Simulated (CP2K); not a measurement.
Here is a CP2K 2026.2 calculation.

cds_scf.inp

```
&GLOBAL
  PROJECT cds_scf
  RUN_TYPE ENERGY_FORCE
  PRINT_LEVEL LOW
&END GLOBAL
&FORCE_EVAL
  METHOD QS
  STRESS_TENSOR ANALYTICAL
  &DFT
    BASIS_SET_FILE_NAME BASIS_MOLOPT_UZH
    POTENTIAL_FILE_NAME POTENTIAL_UZH
    &MGRID
      CUTOFF 450
      REL_CUTOFF 60
      NGRIDS 5
    &END MGRID
    &QS
      METHOD GPW
      EPS_DEFAULT 1.0E-10
    &END QS
    &KPOINTS
      SCHEME MONKHORST-PACK 8 8 8
      GAMMA_CENTERED T
      SYMMETRY T
      SYMMETRY_BACKEND SPGLIB
    &END KPOINTS
    &SCF
      SCF_GUESS ATOMIC
      EPS_SCF 1.0E-6
      MAX_SCF 100
      ADDED_MOS 10
      CHOLESKY OFF
      EPS_EIGVAL 1.0E-7
      &DIAGONALIZATION ON
        ALGORITHM STANDARD
      &END DIAGONALIZATION
      &MIXING ON
        METHOD BROYDEN_MIXING
        ALPHA 0.4
        BETA 1.5
        NBUFFER 8
      &END MIXING
      &SMEAR ON
        METHOD FERMI_DIRAC
        ELECTRONIC_TEMPERATURE [K] 580.226
      &END SMEAR
    &END SCF
    &XC
      &XC_FUNCTIONAL
        &GGA_X_PBE
        &END GGA_X_PBE
        &GGA_C_PBE
        &END GGA_C_PBE
      &END XC_FUNCTIONAL
    &END XC
    &PRINT
      &KPOINTS ON
      &END KPOINTS
      &MULLIKEN ON
      &END MULLIKEN
      &MO ON
        ENERGIES T
        OCCUPATION_NUMBERS T
        &EACH
          QS_SCF 0
        &END EACH
        ADD_LAST NUMERIC
      &END MO
      &LOWDIN ON
      &END LOWDIN
      &HIRSHFELD ON
        SHAPE_FUNCTION DENSITY
      &END HIRSHFELD
      &E_DENSITY_CUBE ON
        STRIDE 1
      &END E_DENSITY_CUBE
      &V_HARTREE_CUBE ON
        STRIDE 1
      &END V_HARTREE_CUBE
      &ELF_CUBE ON
        STRIDE 1
      &END ELF_CUBE
    &END PRINT
  &END DFT
  &SUBSYS
    &CELL
      A 3.8936750053 0.0000000000 0.0000000000
      B 1.9468375027 3.3720214687 0.0000000000
      C 1.9468375027 1.1240071562 3.1791723291
      PERIODIC XYZ
    &END CELL
    &COORD
      Cd  -0.0017443664 -0.0618945781 0.0417711452
      S   3.8801230695 2.2247507363 1.5813266748
    &END COORD
    &KIND Cd
      BASIS_SET TZVP-MOLOPT-PBE-GTH-q12
      POTENTIAL GTH-PBE-q12
    &END KIND
    &KIND S
      BASIS_SET TZVP-MOLOPT-PBE-GTH-q6
      POTENTIAL GTH-PBE-q6
    &END KIND
    &PRINT
      &ATOMIC_COORDINATES ON
      &END ATOMIC_COORDINATES
      &CELL ON
      &END CELL
    &END PRINT
  &END SUBSYS
  &PRINT
    &FORCES ON
    &END FORCES
    &STRESS_TENSOR ON
    &END STRESS_TENSOR
  &END PRINT
&END FORCE_EVAL
```

Potentials or basis: POTENTIAL_UZH Cd GTH-PBE-q12, S GTH-PBE-q6; TZVP-MOLOPT-PBE-GTH basis.

Run with:

```sh
$ OMP_NUM_THREADS=1 cp2k.psmp -i cds_scf.inp -o cds_scf.out
```

Task: What does it give for the largest force?

Result: 0.086 eV/Å.

Task: What does it give for the Hirshfeld charges?

Result: Cd +0.32; S -0.32 e.

Task: Estimate the band gap on the k mesh.

Result: 0.26 eV, indirect (least direct gap 1.54 eV).

Task: Predict the Mulliken charges.

Result: Cd +0.80; S -0.80 e.

Stress tensor (GPa, compression positive):
```
 0.21 -0.04  0.06
-0.04  0.05 -0.08
 0.06 -0.08  0.11
```

Caveat: the basis of atomic orbitals isn't converged, which shifts pressures, moduli and gaps. A k mesh can miss the band edges.
